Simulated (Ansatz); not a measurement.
# CuI (Marshite) in Ansatz: convergence with scf exx energy threshold

Input of the first run (scf exx energy threshold 0.01); the others differ in this setting and in those tied to it:

Contents of input.yaml:

```yaml
crystal:
  lattice:
    - [0.0, 3.0315, 3.0315]
    - [3.0315, 0.0, 3.0315]
    - [3.0315, 3.0315, 0.0]
  atoms:
    - { symbol: I, position: [0.0, 0.0, 0.0] }
    - { symbol: Cu, position: [0.75, 0.75, 0.75] }
hamiltonian:
  xc: hse06
  pseudopotentials: { kind: paw }
kpoints:
  mp_grid: { grid: [4, 4, 4] }
scf:
  occupations: { method: methfessel_paxton, width: 0.1 }
  exx: { energy_threshold: 0.01 }
output:
  forces: true
  stress: true
  eigenvalues: true
```

Potentials or basis: Ansatz PAW.

Launch:

```console
$ ansatz run input.yaml --threads 2 --pin off --max-ram 5632MiB --backend cpu --events-out ev --progress --plain --runs-dir out
```

Hardware: 2 threads of Intel(R) Xeon(R) Processor @ 2.50GHz (Skylake/Cascade Lake), with other jobs on the host.

```csv
scf exx energy threshold,"energy less the tightest run, at zero smearing (meV/atom)",SCF cycles,CPU time (s),peak memory (GiB)
0.01,0.00,12,57,0.81
0.001,0.00,12,53,0.81
0.0001,0.00,12,55,0.81
1e-05,0.00,13,54,0.81
1e-06,0.00,14,56,0.81
1e-07,0.00,18,61,0.81
```

Against the tightest run, the energy stays within 1 meV/atom from 0.01 on. The tightest run that finished is the yardstick and may itself not be fully converged.

Caveat, for the tightest run too: the k mesh is coarse (spacing up to 0.45 Å⁻¹), so the values aren't converged, least of all with exact exchange; spin-orbit coupling is left out, which moves the levels of the heavy elements.
